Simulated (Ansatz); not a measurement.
## Se: the change of pressure with volume scale

All results are calculated (Ansatz 0.2.0). Periodic Kohn-Sham DFT of a crystal at fixed atoms, scaled to volume_scale times the given cell; pressure positive in compression, energy less spherical unpolarised free atoms, largest_vzz the field gradient of largest size among the nuclei.

The cell before it is scaled or strained (space group Pm-3m, No. 221):
```
CELL_PARAMETERS angstrom
2.81060 0.00000 0.00000
0.00000 2.81060 0.00000
0.00000 0.00000 2.81060
ATOMIC_POSITIONS crystal
Se 0.00000 0.00000 0.00000
```

Settings of every row: method frozen-core PAW; functional PBEsol; relativity scalar; k mesh 12x12x12; filling fermi-dirac; smearing width 0.03 eV; wave cutoff 420 eV; paw set soft_2.

Atom start moment: 0 on all atoms.

Limits: PAW files made with PBE; the cell comes from a prototype or a list of computed structures and needn't be the stable phase.

```csv
row,volume scale,V (Å³/atom),pressure (GPa)
1,0.95,21.092,2.33
2,0.975,21.647,0.051
3,1,22.201,-1.927
4,1.025,22.757,?
5,1.05,23.312,-5.129
```

Question: what pressure should row 4 give?

Worked fit of pressure. Take u = (V_r/V)^(2/3) − 1 with V_r = 21.924 Å³ an atom, which is twice the finite (Eulerian) strain; such expansions in the strain, on which the Birch-Murnaghan equation of state is built, carry the rest volume and the bulk modulus. The shown rows have u = 0.02613, 0.00851, -0.00834, -0.0401. Least squares give pressure = −0.9722 + 117.407 × u + 342.9 × u² GPa; a straight line predicts inner rows, each left out in turn, worse (root mean square 0.24 against 0.0015 GPa). The rows lie off it by 0.000, -0.001, 0.001, 0.000. The pressure vanishes at u = 0.0081, or V = 21.66 Å³ an atom, and there the bulk modulus at fixed shape and fractions is B = −V dP/dV = (2/3)(1 + u) dP/du = 82.6 GPa. The withheld row has u = -0.02455, so the fit gives −0.9722 + 117.407 × (-0.02455) + 342.9 × (-0.02455)² = -3.648 GPa.

The calculation gave -3.644 GPa. The fit lies 0.004 GPa (0.054 % of the column's range) below it; its largest miss of a shown row is 0.001 GPa.
